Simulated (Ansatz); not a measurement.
Born–Oppenheimer molecular dynamics of a periodic cell of 24 atoms, SiO2 (surface SiO2(110)). It starts from a relaxed structure.

Computed with DFT PBE-D3(BJ), scalar-relativistic, plane waves, PAW in Ansatz. Settings: accuracy low, PAW set soft_1, cutoff 420 eV, k mesh 2x2x1, fermi-dirac smearing 0.02 eV, no spin polarisation.

| Quantity | Value |
| --- | --- |
| ensemble | NVE (velocity Verlet) |
| time step | 1 fs |
| steps asked | 110 |
| starting velocities drawn for | 600 K |
| atoms held | 1, 2, 4, 6, 13, 14, 16, 18 |
| seed | 199698 |

Frames 5 fs apart, positions in Å, forces in eV/Å.

Velocities at 0 fs (Å/ps):

```
Si 0.00 0.00 0.00
Si 0.00 0.00 0.00
O 2.30 -8.00 -1.91
O 0.00 0.00 0.00
O 2.66 -7.40 2.53
O 0.00 0.00 0.00
Si 5.70 -3.87 7.69
Si -0.01 -4.04 -6.82
O -0.34 -6.47 7.82
O 2.70 8.52 8.66
O -2.06 -5.39 -3.56
O -1.45 -3.84 0.42
Si 0.00 0.00 0.00
Si 0.00 0.00 0.00
O 1.29 5.18 -0.86
O 0.00 0.00 0.00
O 3.35 4.35 8.98
O 0.00 0.00 0.00
Si -1.21 9.74 6.57
Si 2.34 1.55 -2.40
O 3.45 1.35 -7.94
O 13.67 5.13 -2.10
O -3.90 1.97 1.14
O 2.03 -2.99 0.10
```

```xyz
24
Lattice="5.9131 0.0000 0.0000 0.0000 5.3324 0.0000 0.0000 0.0000 15.7677" Properties=species:S:1:pos:R:3:forces:R:3 time_fs=0 energy_less_start_eV=0.000 T=600
Si 0.000 0.000 1.000 0.00 0.00 6.77
Si 2.957 1.333 1.000 0.00 0.00 0.37
O 0.000 0.000 2.736 0.00 0.00 0.02
O 1.145 1.333 1.000 -1.26 0.00 -3.55
O 2.957 0.000 1.953 0.00 0.00 -0.03
O 4.768 1.333 1.000 1.26 0.00 -3.55
Si 2.957 0.000 4.510 0.00 0.00 0.00
Si 5.913 1.333 4.098 0.00 0.00 -0.04
O 2.957 0.000 6.153 0.00 0.00 -0.05
O 4.068 1.333 4.046 0.03 0.00 0.03
O 0.000 0.000 5.114 0.00 0.00 -0.01
O 1.845 1.333 4.046 -0.03 0.00 0.03
Si 0.000 2.666 1.000 0.00 0.00 6.77
Si 2.957 3.999 1.000 0.00 0.00 0.37
O 0.000 2.666 2.736 0.00 0.00 0.02
O 1.145 3.999 1.000 -1.26 0.00 -3.55
O 2.957 2.666 1.953 0.00 0.00 -0.03
O 4.768 3.999 1.000 1.26 0.00 -3.55
Si 2.957 2.666 4.510 0.00 0.00 0.00
Si 5.913 3.999 4.098 0.00 0.00 -0.04
O 2.957 2.666 6.153 0.00 0.00 -0.05
O 4.068 3.999 4.046 0.03 0.00 0.03
O 0.000 2.666 5.114 0.00 0.00 -0.01
O 1.845 3.999 4.046 -0.03 0.00 0.03
24
Lattice="5.9131 0.0000 0.0000 0.0000 5.3324 0.0000 0.0000 0.0000 15.7677" Properties=species:S:1:pos:R:3:forces:R:3 time_fs=5 energy_less_start_eV=0.302 T=455
Si 0.000 0.000 1.000 0.00 -0.17 6.49
Si 2.957 1.333 1.000 0.03 0.30 1.24
O 0.011 -0.038 2.727 -0.02 0.83 0.09
O 1.145 1.333 1.000 -1.23 -0.03 -3.34
O 2.970 -0.033 1.965 -0.10 1.45 -0.26
O 4.768 1.333 1.000 1.37 -0.06 -3.35
Si 2.985 -0.018 4.548 -0.06 0.91 -0.14
Si 5.913 1.314 4.065 0.13 0.63 0.82
O 2.955 -0.033 6.191 0.04 -0.15 -0.40
O 4.081 1.374 4.089 -0.30 -0.64 -0.20
O -0.010 -0.025 5.096 0.27 0.95 0.22
O 1.839 1.314 4.049 0.36 0.12 0.26
Si 0.000 2.666 1.000 0.00 0.16 6.65
Si 2.957 3.999 1.000 0.03 -0.77 0.41
O 0.007 2.691 2.732 0.05 -0.65 0.09
O 1.145 3.999 1.000 -1.16 -0.04 -3.70
O 2.973 2.686 1.996 -0.14 -0.86 -0.83
O 4.768 3.999 1.000 1.31 -0.03 -3.75
Si 2.951 2.713 4.540 0.33 -1.09 -1.96
Si 5.925 4.006 4.086 0.04 -0.77 -0.15
O 2.974 2.674 6.118 -0.05 0.21 1.95
O 4.132 4.025 4.037 -1.66 -0.09 0.25
O -0.018 2.674 5.118 0.43 -0.59 -0.47
O 1.856 3.985 4.047 0.33 0.37 0.09
24
Lattice="5.9131 0.0000 0.0000 0.0000 5.3324 0.0000 0.0000 0.0000 15.7677" Properties=species:S:1:pos:R:3:forces:R:3 time_fs=10 energy_less_start_eV=0.751 T=238
Si 0.000 0.000 1.000 0.01 -0.26 6.23
Si 2.957 1.333 1.000 0.06 0.54 1.60
O 0.023 -0.064 2.719 -0.04 1.40 0.15
O 1.145 1.333 1.000 -1.24 -0.05 -3.20
O 2.981 -0.046 1.973 -0.20 1.96 -0.40
O 4.768 1.333 1.000 1.48 -0.09 -3.22
Si 3.013 -0.028 4.585 -0.20 1.54 -0.28
Si 5.915 1.300 4.039 0.29 0.97 1.37
O 2.954 -0.068 6.223 0.09 -0.23 -0.57
O 4.089 1.406 4.129 -0.45 -1.04 -0.42
O -0.015 -0.035 5.082 0.47 1.34 0.36
O 1.837 1.297 4.056 0.56 0.25 0.39
Si 0.000 2.666 1.000 0.00 0.24 6.48
Si 2.957 3.999 1.000 0.06 -1.25 0.56
O 0.014 2.705 2.730 0.06 -1.07 0.13
O 1.145 3.999 1.000 -1.08 -0.06 -3.76
O 2.987 2.693 2.026 -0.25 -1.11 -1.31
O 4.768 3.999 1.000 1.36 -0.05 -3.84
Si 2.948 2.751 4.554 0.64 -1.97 -2.67
Si 5.937 4.006 4.072 0.13 -1.13 -0.04
O 2.990 2.684 6.111 -0.07 0.33 2.71
O 4.173 4.049 4.031 -2.62 -0.22 0.36
O -0.030 2.674 5.116 0.74 -0.76 -0.69
O 1.871 3.977 4.049 0.20 0.71 0.07
24
Lattice="5.9131 0.0000 0.0000 0.0000 5.3324 0.0000 0.0000 0.0000 15.7677" Properties=species:S:1:pos:R:3:forces:R:3 time_fs=15 energy_less_start_eV=0.774 T=227
Si 0.000 0.000 1.000 0.02 -0.24 6.03
Si 2.957 1.333 1.000 0.07 0.77 1.47
O 0.033 -0.069 2.714 -0.10 1.48 0.25
O 1.145 1.333 1.000 -1.27 -0.03 -3.19
O 2.990 -0.030 1.975 -0.28 1.33 -0.55
O 4.768 1.333 1.000 1.60 -0.07 -3.20
Si 3.039 -0.026 4.620 -0.44 1.74 -0.47
Si 5.918 1.294 4.025 0.42 1.05 1.57
O 2.954 -0.106 6.247 0.13 -0.28 -0.45
O 4.091 1.422 4.163 -0.44 -1.17 -0.57
O -0.014 -0.027 5.073 0.51 0.83 0.23
O 1.845 1.284 4.069 0.63 0.45 0.43
Si 0.000 2.666 1.000 0.01 0.22 6.29
Si 2.957 3.999 1.000 0.09 -1.24 0.84
O 0.022 2.704 2.729 0.01 -1.10 0.13
O 1.145 3.999 1.000 -1.03 -0.07 -3.70
O 2.998 2.684 2.037 -0.34 -0.75 -1.39
O 4.768 3.999 1.000 1.41 -0.05 -3.79
Si 2.951 2.773 4.547 0.84 -2.48 -1.24
Si 5.950 3.998 4.059 0.04 -0.78 0.40
O 3.005 2.699 6.141 -0.13 0.50 1.24
O 4.175 4.069 4.030 -2.32 -0.44 0.35
O -0.032 2.663 5.103 0.87 -0.50 -0.66
O 1.889 3.978 4.053 -0.31 0.85 -0.01
24
Lattice="5.9131 0.0000 0.0000 0.0000 5.3324 0.0000 0.0000 0.0000 15.7677" Properties=species:S:1:pos:R:3:forces:R:3 time_fs=20 energy_less_start_eV=0.571 T=324
Si 0.000 0.000 1.000 0.03 -0.13 5.96
Si 2.957 1.333 1.000 0.06 1.00 0.88
O 0.042 -0.052 2.712 -0.21 1.08 0.33
O 1.145 1.333 1.000 -1.28 0.02 -3.29
O 2.994 0.005 1.968 -0.32 -0.08 -0.51
O 4.768 1.333 1.000 1.69 -0.03 -3.30
Si 3.061 -0.009 4.650 -0.79 1.42 -0.68
Si 5.926 1.297 4.023 0.51 0.83 1.37
O 2.957 -0.149 6.264 0.14 -0.35 -0.15
O 4.087 1.421 4.188 -0.20 -1.03 -0.63
O -0.005 -0.007 5.067 0.36 -0.18 0.05
O 1.861 1.278 4.088 0.56 0.68 0.42
Si 0.000 2.666 1.000 0.02 0.09 6.12
Si 2.957 3.999 1.000 0.11 -0.91 1.06
O 0.030 2.688 2.730 -0.08 -0.74 0.04
O 1.145 3.999 1.000 -1.04 -0.07 -3.55
O 3.003 2.664 2.028 -0.39 0.00 -1.06
O 4.768 3.999 1.000 1.46 -0.04 -3.61
Si 2.960 2.773 4.529 0.62 -2.20 0.44
Si 5.963 3.982 4.049 -0.10 0.01 0.87
O 3.019 2.722 6.190 -0.18 0.70 -0.58
O 4.143 4.083 4.034 -0.95 -0.69 0.22
O -0.020 2.645 5.081 0.79 0.09 -0.35
O 1.903 3.993 4.056 -0.81 0.54 -0.04
24
Lattice="5.9131 0.0000 0.0000 0.0000 5.3324 0.0000 0.0000 0.0000 15.7677" Properties=species:S:1:pos:R:3:forces:R:3 time_fs=25 energy_less_start_eV=0.485 T=366
Si 0.000 0.000 1.000 0.05 0.04 6.04
Si 2.957 1.333 1.000 0.02 1.18 -0.01
O 0.048 -0.020 2.715 -0.31 0.41 0.27
O 1.145 1.333 1.000 -1.25 0.06 -3.48
O 2.994 0.038 1.955 -0.31 -1.53 -0.14
O 4.768 1.333 1.000 1.70 0.01 -3.47
Si 3.077 0.020 4.675 -1.18 0.48 -0.78
Si 5.937 1.307 4.033 0.53 0.26 0.81
O 2.961 -0.197 6.278 0.15 -0.47 0.06
O 4.080 1.405 4.204 0.34 -0.65 -0.60
O 0.009 0.011 5.063 0.11 -1.04 0.05
O 1.886 1.281 4.113 0.31 0.81 0.35
Si 0.000 2.666 1.000 0.04 -0.08 6.03
Si 2.957 3.999 1.000 0.11 -0.54 1.08
O 0.037 2.660 2.732 -0.18 -0.14 -0.11
O 1.145 3.999 1.000 -1.10 -0.05 -3.37
O 3.003 2.644 2.003 -0.38 0.82 -0.42
O 4.768 3.999 1.000 1.51 -0.01 -3.39
Si 2.975 2.756 4.515 -0.05 -1.08 1.33
Si 5.976 3.967 4.046 -0.07 0.81 1.07
O 3.030 2.756 6.231 -0.18 0.87 -1.60
O 4.098 4.087 4.042 0.60 -0.86 0.02
O 0.004 2.628 5.054 0.51 0.79 0.27
O 1.904 4.014 4.058 -0.97 -0.10 0.00
24
Lattice="5.9131 0.0000 0.0000 0.0000 5.3324 0.0000 0.0000 0.0000 15.7677" Properties=species:S:1:pos:R:3:forces:R:3 time_fs=30 energy_less_start_eV=0.503 T=358
Si 0.000 0.000 1.000 0.07 0.20 6.23
Si 2.957 1.333 1.000 -0.02 1.08 -0.73
O 0.049 0.018 2.722 -0.33 -0.28 0.08
O 1.145 1.333 1.000 -1.18 0.08 -3.68
O 2.989 0.050 1.939 -0.26 -2.13 0.29
O 4.768 1.333 1.000 1.61 0.03 -3.63
Si 3.082 0.053 4.693 -1.38 -1.04 -0.72
Si 5.953 1.319 4.050 0.44 -0.52 0.14
O 2.968 -0.252 6.294 0.16 -0.65 0.00
O 4.078 1.379 4.211 1.00 -0.07 -0.48
O 0.025 0.013 5.059 -0.10 -1.23 0.22
O 1.915 1.297 4.143 -0.15 0.71 0.24
Si 0.000 2.666 1.000 0.06 -0.22 6.05
Si 2.957 3.999 1.000 0.07 -0.27 0.84
O 0.041 2.630 2.732 -0.23 0.50 -0.21
O 1.145 3.999 1.000 -1.19 -0.03 -3.24
O 2.997 2.636 1.972 -0.32 1.23 0.29
O 4.768 3.999 1.000 1.56 0.01 -3.21
Si 2.989 2.729 4.511 -0.61 0.40 1.57
Si 5.988 3.959 4.052 -0.01 1.36 0.87
O 3.038 2.802 6.249 -0.16 1.08 -1.86
O 4.060 4.078 4.049 1.54 -0.79 -0.13
O 0.034 2.623 5.031 0.13 1.18 1.06
O 1.892 4.035 4.061 -0.69 -0.63 0.01
24
Lattice="5.9131 0.0000 0.0000 0.0000 5.3324 0.0000 0.0000 0.0000 15.7677" Properties=species:S:1:pos:R:3:forces:R:3 time_fs=35 energy_less_start_eV=0.394 T=411
Si 0.000 0.000 1.000 0.09 0.29 6.44
Si 2.957 1.333 1.000 -0.02 0.61 -0.79
O 0.045 0.053 2.731 -0.23 -0.82 -0.13
O 1.145 1.333 1.000 -1.09 0.05 -3.82
O 2.980 0.031 1.928 -0.18 -1.30 0.47
O 4.768 1.333 1.000 1.42 0.01 -3.70
Si 3.076 0.076 4.705 -1.16 -2.59 -0.73
Si 5.973 1.326 4.069 0.15 -0.94 -0.15
O 2.977 -0.317 6.309 0.15 -0.97 -0.26
O 4.091 1.352 4.210 1.17 0.44 -0.20
O 0.039 -0.002 5.059 -0.19 -0.62 0.44
O 1.942 1.323 4.177 -0.62 0.31 0.15
Si 0.000 2.666 1.000 0.08 -0.28 6.15
Si 2.957 3.999 1.000 0.02 -0.17 0.37
O 0.042 2.607 2.729 -0.20 0.96 -0.12
O 1.145 3.999 1.000 -1.31 0.00 -3.23
O 2.987 2.646 1.945 -0.23 0.81 0.80
O 4.768 3.999 1.000 1.61 0.03 -3.15
Si 2.999 2.705 4.521 -0.57 1.74 1.22
Si 5.999 3.962 4.065 -0.17 1.42 0.39
O 3.044 2.865 6.239 -0.15 1.43 -1.44
O 4.045 4.057 4.055 1.63 -0.48 -0.19
O 0.067 2.635 5.024 -0.23 0.80 1.53
O 1.869 4.046 4.064 0.04 -0.73 -0.05
24
Lattice="5.9131 0.0000 0.0000 0.0000 5.3324 0.0000 0.0000 0.0000 15.7677" Properties=species:S:1:pos:R:3:forces:R:3 time_fs=40 energy_less_start_eV=0.130 T=538
Si 0.000 0.000 1.000 0.11 0.29 6.57
Si 2.957 1.333 1.000 -0.01 0.09 -0.37
O 0.038 0.075 2.737 -0.04 -1.12 -0.18
O 1.145 1.333 1.000 -1.03 -0.01 -3.85
O 2.968 -0.006 1.923 -0.08 0.49 0.59
O 4.768 1.333 1.000 1.22 -0.02 -3.68
Si 3.060 0.079 4.711 -0.50 -3.28 -1.18
Si 5.994 1.326 4.087 -0.32 -0.63 0.06
O 2.988 -0.397 6.320 0.13 -1.29 -0.49
O 4.120 1.331 4.208 0.35 0.60 0.31
O 0.051 -0.025 5.065 -0.14 0.53 0.71
O 1.960 1.353 4.214 -0.76 -0.34 0.15
Si 0.000 2.666 1.000 0.10 -0.25 6.28
Si 2.957 3.999 1.000 -0.02 -0.25 -0.32
O 0.040 2.599 2.724 -0.09 1.11 0.18
O 1.145 3.999 1.000 -1.45 0.03 -3.31
O 2.972 2.667 1.930 -0.11 -0.28 1.04
O 4.768 3.999 1.000 1.65 0.04 -3.17
Si 3.003 2.696 4.540 -0.02 2.44 -0.06
Si 6.010 3.977 4.082 -0.55 0.80 -0.14
O 3.047 2.949 6.209 -0.16 1.73 -0.20
O 4.054 4.030 4.059 1.14 -0.07 -0.17
O 0.097 2.658 5.039 -0.48 -0.14 1.34
O 1.847 4.047 4.066 1.05 -0.46 -0.11
```

Of the whole run (110 fs, mean temperature of the second half 675 K): The conserved energy stayed within 0.38 meV per atom of its start (net change -0.2 meV per atom), so the integration is sound. A run of 0.11 ps of so small a system gives no equilibrium averages. Limits of this set-up: coarse k mesh, thin slab, slab without dipole correction, low accuracy level.

The run took 11 min on 1 thread of AMD EPYC 7R43 64-Core Processor (Zen 3), on a shared host, peak memory 0.81 GiB.
